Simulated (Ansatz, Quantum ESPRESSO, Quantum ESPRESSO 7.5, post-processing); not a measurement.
**C2 chain between two Sn chains: ballistic transmission**

Wanted: the transmission near the Fermi level and the conductance of this junction: C2 chain between two Sn chains.

Program: Quantum ESPRESSO 7.5. Level of theory: plane-wave DFT, PBE, GBRV ultrasoft pseudopotentials (cross-check by Ansatz 0.2.0 with PAW datasets). Results are calculated unless marked as measured.

Most raw output is cut from this account.

## Step 1: Set-up

The cell holds 12 atoms: 10 Sn and 2 C. Cell: a = 7.500 Å, b = 7.500 Å, c = 29.904 Å, α = 90.0°, β = 90.0°, γ = 90.0°. Regions: left lead, 5 atoms (5 Sn); channel, 2 atoms (2 C); right lead, 5 atoms (5 Sn). Vacuum lies along a and b. The structure is stacked along c, and the current runs across the ab planes.

Coordinates:

```cif
data_structure
_symmetry_space_group_name_H-M 'P 1'
_symmetry_Int_Tables_number 1
_cell_length_a 7.5000
_cell_length_b 7.5000
_cell_length_c 29.9038
_cell_angle_alpha 90.000
_cell_angle_beta 90.000
_cell_angle_gamma 90.000
_cell_volume 1682.09
loop_
_atom_site_label
_atom_site_type_symbol
_atom_site_fract_x
_atom_site_fract_y
_atom_site_fract_z
_atom_site_occupancy
Sn1 Sn 0.50000 0.50000 0.00000 1
Sn2 Sn 0.50000 0.50000 0.09196 1
Sn3 Sn 0.50000 0.50000 0.18392 1
Sn4 Sn 0.50000 0.50000 0.27588 1
Sn5 Sn 0.50000 0.50000 0.36785 1
C6 C 0.50000 0.50000 0.43345 1
C7 C 0.50000 0.50000 0.47459 1
Sn8 Sn 0.50000 0.50000 0.54019 1
Sn9 Sn 0.50000 0.50000 0.63215 1
Sn10 Sn 0.50000 0.50000 0.72412 1
Sn11 Sn 0.50000 0.50000 0.81608 1
Sn12 Sn 0.50000 0.50000 0.90804 1
```

## Step 2: SCF with pw.x

One periodic cell holds a stretch of lead, the junction and more lead; the atoms stay as built.

The input, scf.in:

```
&control
  prefix = 'scf'
  outdir = './out'
  pseudo_dir = './pseudo'
  calculation = 'scf'
  tprnfor = .true.
/
&system
  ibrav = 0
  nat = 12
  ntyp = 2
  ecutwfc = 34
  ecutrho = 170
  occupations = 'smearing'
  smearing = 'mv'
  degauss = 0.01
/
&electrons
  conv_thr = 1e-07
  mixing_beta = 0.25
  electron_maxstep = 120
  mixing_mode = 'local-TF'
/
ATOMIC_SPECIES
  Sn  118.7100  sn_pbe_v1.4.uspp.F.UPF
  C   12.0110  c_pbe_v1.2.uspp.F.UPF
CELL_PARAMETERS angstrom
  7.50000000000000 0.00000000000000 0.00000000000000
  0.00000000000000 7.50000000000000 0.00000000000000
  0.00000000000000 0.00000000000000 29.90380000000000
ATOMIC_POSITIONS crystal
  Sn  0.500000000000 0.500000000000 0.000000000000
  Sn  0.500000000000 0.500000000000 0.091961556725
  Sn  0.500000000000 0.500000000000 0.183923113450
  Sn  0.500000000000 0.500000000000 0.275884670176
  Sn  0.500000000000 0.500000000000 0.367846226901
  C   0.500000000000 0.500000000000 0.433453273497
  C   0.500000000000 0.500000000000 0.474585169778
  Sn  0.500000000000 0.500000000000 0.540192216374
  Sn  0.500000000000 0.500000000000 0.632153773099
  Sn  0.500000000000 0.500000000000 0.724115329824
  Sn  0.500000000000 0.500000000000 0.816076886550
  Sn  0.500000000000 0.500000000000 0.908038443275
K_POINTS automatic
  1 1 3 0 0 0
```

Run with:

```
$ OMP_NUM_THREADS=1 mpirun -n 2 pw.x -nk 1 -in scf.in > scf.out
```

It took 4.2 min on 2 MPI ranks of Arm Neoverse V2, shared host; peak memory 1.8 GiB; 8.5 min of CPU time.

Read from the output:

- free energy: -21959.2636 eV
- Fermi energy: -1.820 eV

The program's own clock; routines nest. Time by routine:

```csv
routine,wall time (s),calls
PWSCF,253.3,1
electrons,247,1
c_bands,158.3,26
cegterg,155.3,52
h_psi,100.6,204
fftw,84.15,25970
vloc_psi,73.98,204
sum_band,42.53,26
mix_rho,23.77,26
newd,19.46,27
calbec,19.09,264
ffts,14.78,3128
add_vuspsi,12.9,204
s_psi,12.84,204
```

The run needed 26 iterations to bring the estimated error under 1e-07 Ry; the largest force on any atom, held or free, is 1.80 eV/Å.

## Step 3: The open system

prefixt takes both regions from one run: the lead from 0 to bdl, the scattering region from bdl to bds (units of alat). ikind = 1 puts the same lead on both sides. The program's T_tot counts both spins in a run without spin; the tables below give T per spin.

The input, cond.in:

```
&inputcond
  outdir = './out'
  prefixt = 'scf'
  tran_file = 'cond.dat'
  bdl = 0.7333333333
  bds = 3.9871733333
  ikind = 1
  ewind = 4.0
  epsproj = 1e-05
  nz1 = 7
  energy0 = 2.0
  denergy = -0.1
/
1
  0.00000000 0.00000000 1.00000000
41
```

Run with:

```
$ OMP_NUM_THREADS=1 mpirun -n 2 pwcond.x -in cond.in > cond.out
```

Run time: 3.8 min. Hardware: 2 MPI ranks; peak memory 0.7 GiB; 7.6 min of CPU time.

This step gave:

```
lead channels at the Fermi level, one spin : 3
transmission at the Fermi level, one spin  : 1.892
conductance                                : 1.892 G₀
```

Per spin. The open channels by energy, zero at the Fermi level:

```csv
energy (eV),open channels
-2.00,1
-1.80,1
-1.60,1
-1.40,1
-1.20,1
-1.00,1
-0.90,1
-0.70,3
-0.50,3
-0.30,3
-0.10,3
0.00,3
0.10,3
0.30,3
0.50,3
0.70,3
0.90,3
1.00,3
1.20,3
1.40,3
1.60,3
1.80,3
2.00,3
```

Per spin. Transmission against energy, zero at the Fermi level:

energy (eV), transmission and a bar:
```
    -2.00       0.07 
    -1.80       0.07 
    -1.60       0.07 
    -1.40       0.07 
    -1.20       0.07 
    -1.00       0.07 
    -0.90       0.07 
    -0.70       0.95 ##############
    -0.50       1.42 ######################
    -0.30       1.69 ##########################
    -0.10       1.84 ############################
     0.00       1.89 #############################
     0.10       1.93 ##############################
     0.20       1.94 ##############################
     0.30       1.93 ##############################
     0.50       1.86 #############################
     0.70       1.81 ############################
     0.90       1.77 ###########################
     1.00       1.77 ###########################
     1.20       1.78 ###########################
     1.40       1.79 ############################
     1.60       1.78 ###########################
     1.80       1.75 ###########################
     2.00       1.71 ##########################
```

The program's own clock; routines nest. Time by routine:

```csv
routine,wall time (s),calls
PWCOND,226.7,1
scatter_forw,195.6,82
local,14.26,1
compbs,12.81,41
compbs_2,10.48,41
init,1.39,1
poten,0.09,1
```

At no point does T exceed the number of channels.

## Step 4: The open system, with nz1 = 11

A sensitivity test on the input.

cond.w.in is the input of step 3 with these lines changed:

```diff
@@ -3,3 +3,3 @@
   prefixt = 'scf'
-  tran_file = 'cond.dat'
+  tran_file = 'cond.w.dat'
   bdl = 0.7333333333
@@ -9,3 +9,3 @@
   epsproj = 1e-05
-  nz1 = 7
+  nz1 = 11
   energy0 = 2.0
```

Run with:

```
$ OMP_NUM_THREADS=1 mpirun -n 2 pwcond.x -in cond.w.in > cond.w.out
```

Wall time 4.4 min (2 MPI ranks); peak memory 0.7 GiB; 8.7 min of CPU time.

Beside the run it was changed from:

```csv
quantity,this run,unchanged run,difference
"transmission at the Fermi level, one spin",1.892,1.892,-4.0e-5
"lead channels at the Fermi level, one spin",3,3,0
wall time (s),263,227,
```

Over all energies T moves by up to 9.4e-4, at -0.8 eV.

The physical values in this table stay within 0.05 %.

## Step 5: The open system, with ecut = 1

Another try, with an input changed as a hurried user might.

cond.bad.in is the input of step 3 with these lines changed:

```diff
@@ -3,3 +3,3 @@
   prefixt = 'scf'
-  tran_file = 'cond.dat'
+  tran_file = 'cond.bad.dat'
   bdl = 0.7333333333
@@ -10,2 +10,3 @@
   nz1 = 7
+  ecut = 1
   energy0 = 2.0
```

Run with:

```
$ OMP_NUM_THREADS=1 mpirun -n 2 pwcond.x -in cond.bad.in > cond.bad.out
```

Wall time 0.5 s (2 MPI ranks); peak memory 0.08 GiB.

The program refused the input before any cycle.

A key was misspelt on purpose.

The message: “do_cond (5010): reading inputcond namelist”. The namelist reader stops at a key that the namelist doesn't hold; the line has to be put right or, where the proper key already stands in the input, deleted.

## Step 6: Cross-check with Ansatz

A second code with its own PAW datasets, on the same atoms.

Level of this step: plane-wave DFT, PBE, Ansatz PAW (Ansatz 0.2.0).

The input, input.yaml:

```yaml
crystal:
  lattice:
    - [7.5, 0.0, 0.0]
    - [0.0, 7.5, 0.0]
    - [0.0, 0.0, 29.9038]
  atoms:
    - { symbol: Sn, position: [0.5, 0.5, 0.0] }
    - { symbol: Sn, position: [0.5, 0.5, 0.0919615567] }
    - { symbol: Sn, position: [0.5, 0.5, 0.1839231134] }
    - { symbol: Sn, position: [0.5, 0.5, 0.2758846702] }
    - { symbol: Sn, position: [0.5, 0.5, 0.3678462269] }
    - { symbol: C, position: [0.5, 0.5, 0.4334532735] }
    - { symbol: C, position: [0.5, 0.5, 0.4745851698] }
    - { symbol: Sn, position: [0.5, 0.5, 0.5401922164] }
    - { symbol: Sn, position: [0.5, 0.5, 0.6321537731] }
    - { symbol: Sn, position: [0.5, 0.5, 0.7241153298] }
    - { symbol: Sn, position: [0.5, 0.5, 0.8160768866] }
    - { symbol: Sn, position: [0.5, 0.5, 0.9080384433] }
kpoints:
  mp_grid: { grid: [1, 1, 4] }
hamiltonian:
  xc: pbe
scf:
  occupations: { method: fermi_dirac, width: 0.1 }
  convergence: { dr2_threshold: 1.0e-08 }
output:
  transmission:
    leads: [[0, 1]]
    e_range: [-2.0, 2.0]
    de: 0.05
    kmesh: [1, 1]
    reduced_basis: true
  write_potential: true
  write_density: true
  volumetric_format: npy
  elf: true
```

Run with:

```
$ ansatz run input.yaml --threads 2 --pin off --max-ram 4096MiB --backend cpu --events-out ev --progress --plain --runs-dir out
```

Wall time 72 s (2 threads); peak memory 2.3 GiB; 2.4 min of CPU time.

Numbers from this step:

```
free energy                                  : -60725.8916 eV
energy at zero smearing                      : -60725.6567 eV
smearing term TS                             : 0.4697 eV
Fermi energy                                 : -1.805 eV
symmetry operations                          : 16
transmission at the Fermi level, one spin    : 1.891
step of the lead's Hamiltonian over a period : 7.4 meV
```

Per spin. Transmission against energy, zero at the Fermi level:

```csv
energy (eV),transmission
-2.00,0.0660
-1.85,0.0670
-1.70,0.0674
-1.60,0.0674
-1.45,0.0673
-1.30,0.0669
-1.15,0.0664
-1.05,0.0661
-0.90,0.0654
-0.75,0.782
-0.60,1.26
-0.50,1.44
-0.35,1.67
-0.20,1.82
-0.05,1.88
0.00,1.89
0.05,1.90
0.10,1.90
0.20,1.89
0.35,1.86
0.50,1.83
0.60,1.81
0.75,1.79
0.90,1.78
1.05,1.78
1.15,1.78
1.30,1.78
1.45,1.78
1.60,1.77
1.70,1.76
1.85,1.74
2.00,1.71
```

Per spin. Table of open channels by energy, zero at the Fermi level:

```csv
energy (eV),open channels
-2.00,1
-1.90,1
-1.80,1
-1.70,1
-1.55,1
-1.45,1
-1.35,1
-1.25,1
-1.15,1
-1.05,1
-0.90,1
-0.80,3
-0.70,3
-0.60,3
-0.50,3
-0.40,3
-0.25,3
-0.15,3
-0.05,3
0.00,3
0.05,3
0.15,3
0.25,3
0.40,3
0.50,3
0.60,3
0.70,3
0.80,3
0.90,3
1.05,3
1.15,3
1.25,3
1.35,3
1.45,3
1.55,3
1.70,3
1.80,3
1.90,3
2.00,3
```

Electrostatic potential energy in the ca plane at fractional y = 0.500, with atoms of Sn and C within 0.2 Å of it. With pseudopotentials it is smooth inside the atoms' cores, unlike the true potential.

Values in eV, 11 rows by 16 columns, each cell a mean:
```
  3   3   3   3   3   3   2   2   3   3   3   2   2   3   3   3
  2   2   2   3   2   2   2   2   2   3   3   2   2   2   2   2
  2   1   2   2   2   2   2   1   2   3   3   2   1   2   2   2
  0  -5  -3  -1  -6  -1  -2  -6   0   2   1  -2  -6   0  -3  -4
 -7 -11 -12 -10  -9 -10 -11 -10 -11 -14 -14 -12  -9  -8 -12 -11
-11   2  -8 -12   8 -12  -8   3 -19 -22 -22 -13   6 -12  -6  -2
 -4 -14 -11  -7 -14  -8 -10 -14  -6  -7  -8 -10 -14  -5 -12 -13
  1  -2   0   1  -2   0   0  -2   1   3   2   0  -2   1  -1  -1
  2   2   2   2   2   2   2   2   2   3   3   2   2   2   2   2
  3   2   3   3   3   3   2   2   2   3   3   2   2   2   3   3
  3   3   3   3   3   3   2   2   3   3   3   2   2   3   3   3
```
Columns run along c (16.0 Å, from fractional 0.13 to 0.67 of the cell; values clipped at the 3rd and 97th percentile), rows up along a (7.5 Å). Atoms in or near the plane, at fractional coordinates: Sn at (0.18, 0.50), Sn at (0.28, 0.50), Sn at (0.37, 0.50), C at (0.43, 0.50), C at (0.47, 0.50), Sn at (0.54, 0.50), Sn at (0.63, 0.50).

Valence density in the ca plane at fractional y = 0.500, with atoms of Sn and C within 0.2 Å of it. It is the smooth field of the valence electrons, not physical close to the nuclei.

Ten steps, logarithmic in the rise over the least value, from '0' (0 e/Å³) to '9' (14 e/Å³), each cell a mean:
```
00000000000000000000000000000000000000000000
00000000000000000000000000000000000000000000
00000000000000000000000000000000000000000000
00000000000000000000000000000000000000000000
00000000000000000000000000000000000000000000
00000000000000000000000000000000000000000000
11112211111221111112211111111111122111111211
11234432112444211234432223333222344321124442
22367753224786422367753445554433577532247874
32479974236898532479974455665544799742358985
22479863235897522469864455555544698632258985
22246642223565322246643334444333466422235653
11123321112232111123221122222211233211122322
00011110001111100011110000000000111100011111
00000000000000000000000000000000000000000000
00000000000000000000000000000000000000000000
00000000000000000000000000000000000000000000
00000000000000000000000000000000000000000000
00000000000000000000000000000000000000000000
00000000000000000000000000000000000000000000
```
Columns run along c (16.0 Å, from fractional 0.13 to 0.67 of the cell), rows up along a (7.5 Å). Atoms in or near the plane, at fractional coordinates: Sn at (0.18, 0.50), Sn at (0.28, 0.50), Sn at (0.37, 0.50), C at (0.43, 0.50), C at (0.47, 0.50), Sn at (0.54, 0.50), Sn at (0.63, 0.50).

Ansatz finds T = 1.89 against pwcond's 1.89.

## Step 7: All levels side by side

All levels:

```csv
step,T at the Fermi level (per spin),conductance (G0),r.m.s. T(E) from the first,CPU time of the step (s),peak memory (GiB)
Ansatz,1.891,-,0,141.6,2.29
pwcond,1.892,1.892,0.02394,454.4,0.7
"pwcond, changed setting",1.892,1.892,0.02384,524.9,0.7
```

Per spin. The transmission by energy, zero at the Fermi level:

```csv
energy (eV),Ansatz,pwcond,"pwcond, changed setting"
-2.00,0.0660,0.0655,0.0655
-1.80,0.0672,0.0668,0.0668
-1.60,0.0674,0.0673,0.0673
-1.40,0.0672,0.0673,0.0673
-1.20,0.0666,0.0669,0.0668
-1.00,0.0658,0.0660,0.0660
-0.90,0.0654,0.0655,0.0654
-0.70,0.997,0.953,0.954
-0.50,1.44,1.42,1.42
-0.30,1.73,1.69,1.69
-0.10,1.87,1.84,1.84
0.00,1.89,1.89,1.89
0.10,1.90,1.93,1.93
0.30,1.87,1.93,1.93
0.50,1.83,1.86,1.86
0.70,1.80,1.81,1.81
0.90,1.78,1.77,1.77
1.00,1.78,1.77,1.77
1.20,1.78,1.78,1.78
1.40,1.78,1.79,1.79
1.60,1.77,1.78,1.78
1.80,1.75,1.75,1.75
2.00,1.71,1.71,1.71
```

## Step 8: Worked from the printed numbers

G = 1.89 × 77.48 µS = 147 µS a cell, a resistance of 6.82 kΩ.

## Step 9: What came out

| Property | Result |
| --- | --- |
| conductance from T at the Fermi level, a cell (G₀ = 2e²/h) | 1.89 G₀ |
| lead channels per spin | 3.00 |
| the same conductance by Ansatz | 1.89 G₀ |

What this shows: The junction conducts 1.89 G₀ a cell at the Fermi level (PBE, GBRV ultrasoft). At the Fermi level the junction passes 63 % of what the leads offer. At the Fermi level pwcond and Ansatz differ by 0.037 %, a close match. Over -2 to 2 eV, T lies between 0.065 and 1.9 per spin. The geometry is as built, not relaxed, and the leads are short.

[Logs are printed without paths, hosts, clocks, repeated set-up lines and the standing remarks that a program may print on its own settings, such as how far it seeks lower states.]

[Hosts, paths, dates, database ids (printed as entryN), source tags and the programs' standing remarks are cut or masked in the printed files.]

[Maps of the electrostatic potential energy from Ansatz leave out the sawtooth potential of an applied field or a dipole correction, so their vacuum need not be flat; planar profiles and work functions include it.]
